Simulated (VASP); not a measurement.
# AlN (P6_3mc) in VASP: further runs, part 3 of 3

VASP 6.6.1. Earlier steps stand in the parts before.

## 5. G0W0 quasiparticle levels, PBE

Contents of POSCAR:

```
AlN
1.0
    3.1130000000      0.0000000000      0.0000000000
   -1.5565000000      2.6959370820      0.0000000000
    0.0000000000      0.0000000000      4.9810000000
Al N
2 2
Direct
    0.6666666667      0.3333333333      0.5000000000
    0.3333333333      0.6666666667      0.0000000000
    0.6666666667      0.3333333333      0.8800000000
    0.3333333333      0.6666666667      0.3800000000
```

Contents of INCAR.step1:

```
ALGO = Fast
EDIFF = 1E-8
ENCUT = 450
GGA = PE
ISMEAR = 0
LASPH = T
LCHARG = F
LREAL = F
LWAVE = T
NELM = 60
PREC = Accurate
SIGMA = 0.01
```

Contents of INCAR.step2:

```
ALGO = Exact
EDIFF = 1E-8
ENCUT = 450
GGA = PE
ISMEAR = 0
ISTART = 1
LASPH = T
LCHARG = F
LOPTICS = T
LREAL = F
LWAVE = T
NBANDS = 58
NELM = 1
PREC = Accurate
SIGMA = 0.01
```

Contents of INCAR.step3:

```
ALGO = EVGW0
EDIFF = 1E-8
ENCUT = 450
ENCUTGW = 150
GGA = PE
ISMEAR = 0
ISTART = 1
LASPH = T
LCHARG = F
LREAL = F
LWAVE = F
NBANDS = 58
NBANDSGW = 16
NELMGW = 1
NOMEGA = 48
PREC = Accurate
PRECFOCK = Fast
SIGMA = 0.01
```

Contents of KPOINTS:

```
k-points
0
Gamma
  4 4 3
```

Potentials or basis: VASP PAW PBE potentials, release 64 (Al_GW, N_GW).

On the command line:

```bash
$ cat potpaw_PBE.64/Al_GW/POTCAR potpaw_PBE.64/N_GW/POTCAR > POTCAR
$ cp INCAR.step1 INCAR
$ mpirun -np 1 vasp_std > vasp.out
$ cp INCAR.step2 INCAR
$ mpirun -np 1 vasp_std > vasp.out
$ cp INCAR.step3 INCAR
$ mpirun -np 1 vasp_std > vasp.out
```

OUTCAR:

```text
EDIFF = 1E-8
   ENCUT = 450
   ENCUTGW = 150
   GGA = PE
   ISMEAR = 0
   ISTART = 1
   LASPH = T
   LREAL = F
   NELMGW = 1
   PREC = Accurate
   PRECFOCK = Fast

 Found      8 irreducible k-points:

 Following reciprocal coordinates:
            Coordinates               Weight
  0.000000  0.000000  0.000000      1.000000
  0.250000 -0.000000  0.000000      6.000000
  0.500000 -0.000000  0.000000      3.000000
  0.250000  0.250000  0.000000      6.000000
  0.000000  0.000000  0.333333      2.000000
  0.250000 -0.000000  0.333333     12.000000
   k-points           NKPTS =      8   k-points in BZ     NKDIM =     48   number of bands    NBANDS=     58
   number of dos      NEDOS =    301   number of ions     NIONS =      4
   total plane-waves  NPLWV =  20736
   dimension x,y,z NGX =    24 NGY =   24 NGZ =   36
   dimension x,y,z NGXF=    48 NGYF=   48 NGZF=   72
   ions per type =               2   2
   NGX,Y,Z   is equivalent  to a cutoff of  12.82, 12.82, 12.02 a.u.
   NGXF,Y,Z  is equivalent  to a cutoff of  25.63, 25.63, 24.03 a.u.
 SYSTEM =  unknown system
   PREC   = accura    normal or accurate (medium, high low for compatibility)
   ISTART =      1    job   : 0-new  1-cont  2-samecut
[... 34 lines left out ...]
   PRECFOCK=fast      Normal, Fast or Accurate (Low or Medium for compatibility)
   ENCUT4O =  -1.0   cutoff for four orbital integrals eV
   NKREDX  =     1    reduce k-point grid by
   NKREDY  =     1    reduce k-point grid by
   NKREDZ  =     1    reduce k-point grid by
   AEXX    =    1.0000 exact exchange contribution
   HFSCREEN=    0.0000 screening length (either q_TF or 0.3 A-1)
   HFSCREENC=   0.0000 screening length for correlation (either q_TF or 0.3 A-1)
   ENCUTFOCK=  -1.0 apply spherical cutoff to Coloumb kernel
   IVDW    =     0    specifies the selected vdW correction
   LEPSILON=     F    determine dielectric tensor
   LRPA    =     F    only Hartree local field effects (RPA)
   LRPAFORCE           =     F    calculate RPA forces
   ENCUTGW             = 150.0    cutoff for response function in eV
   ENCUTGWSOFT         = 120.0    soft cutoff for Coulomb kernel in GW response function in eV
   ENCUTLF             =  -1.0    cutoff for local field effects
   NELMGW              =     1    number of iterations in solving QP/BSE equation
   NELMHF              =     1    number of iterations in the inner HF iteration
   NKREDLFX            =     1    NKREDLFY  =   1   NKREDLFZ  =   1
 non-spin polarized calculation
 Gauss-broadening in eV      SIGMA  =   0.01
  energy-cutoff  :      450.00
  volume of cell :       41.80
 maximum number of plane-waves:       929
 NGX is ok and might be reduce to    24
  NGX = 12; NGY = 12; NGZ = 20
   NGX = 11   NGY = 11   NGZ = 17
 maximum number of plane-waves:       179

 QP shifts <psi_nk| G(iteration)W_0 |psi_nk>: iteration 1
 for sc-GW calculations column KS-energies equals QP-energies in previous step
 and V_xc(KS)=  KS-energies - (<T + V_ion + V_H > + <T+V_H+V_ion>^1  + <V_x>^1)

 k-point   1 :       0.0000    0.0000    0.0000
  band No.  KS-energies  QP-energies   sigma(KS)   V_xc(KS)     V^pw_x(r,r')   Z            occupation Imag(sigma)

      1     -10.0517     -11.3161     -16.5568     -14.7936     -24.7724       0.7171       2.0000       1.3417
      2      -7.9009      -9.0121     -17.8852     -16.3506     -25.8675       0.7241       2.0000       1.0995
      3      -0.8686      -1.9062     -14.0717     -12.6478     -18.5133       0.7287       2.0000       0.2187
      4       4.2844       3.7072     -17.0452     -16.3012     -20.6613       0.7757       2.0000       0.0903
      5       4.2844       3.7072     -17.0452     -16.3012     -20.6613       0.7757       2.0000       0.0903
      6       4.9402       4.4703     -17.3715     -16.7688     -20.8670       0.7796       2.0000       0.0840
[... 96 lines left out ...]
      3       0.5772      -0.3627     -14.9788     -13.7205     -19.1077       0.7469       2.0000       0.1567
      4       1.6876       0.8446     -15.5488     -14.4380     -19.4158       0.7589       2.0000       0.1276
      5       2.7396       1.9496     -15.7661     -14.7396     -19.4405       0.7696       2.0000       0.1090
      6       3.8308       3.1745     -16.6663     -15.8187     -20.3042       0.7743       2.0000       0.0956
[... 8 lines left out ...]
     15      17.4708      18.7125      -8.8842     -10.4448      -4.1305       0.7956       0.0000      -0.1567
     16      18.3466      19.6509      -9.3063     -10.9654      -4.3008       0.7862       0.0000      -0.2021

 [... further k-points ...]
```

OUTCAR.step2:

```text
EDIFF = 1E-8
   ENCUT = 450
   GGA = PE
   ISMEAR = 0
[... 587 lines left out ...]
  --------------------------------------------------------------------------------------------------------------
     0.00000     4.97880     4.97880     4.90642     0.00000    -0.00000     0.00000
     0.87910     5.02780     5.02780     4.95699     0.00000    -0.00000     0.00000
     1.75821     5.18819     5.18819     5.12402     0.00000    -0.00000     0.00000
     2.63731     5.50816     5.50816     5.46633     0.00000    -0.00000     0.00000
     3.51642     6.16992     6.16992     6.24938     0.00000    -0.00000     0.00000
     4.39552     6.20220     6.20220     4.20580     0.00000    -0.00000     0.00000
[... 92 lines left out ...]
    86.15217     0.93060     0.93060     0.93217    -0.00000     0.00000    -0.00000
    87.03127     0.93215     0.93215     0.93369    -0.00000     0.00000    -0.00000
```

Run time: 65 s. Hardware: 1 thread of Intel Xeon Platinum 8259CL at 2.50GHz (Skylake/Cascade Lake), shared host; peak memory 0.33 GiB.

The run converged, but some of its settings lie outside the range that counts as converged, so its numbers aren't taken as properties of the crystal.

What came out:

| Property | Result |
| --- | --- |
| Band gap on the k mesh, mean-field level | 4.21 eV, direct |
| Quasiparticle gap | 5.65 eV |
| Least direct quasiparticle gap | 5.65 eV |

Caveat: the k mesh is coarse (spacing up to 0.58 Å⁻¹), so the values aren't converged; bands, screening cutoff and mesh are small and nothing is extrapolated, so the quasiparticle values aren't converged.
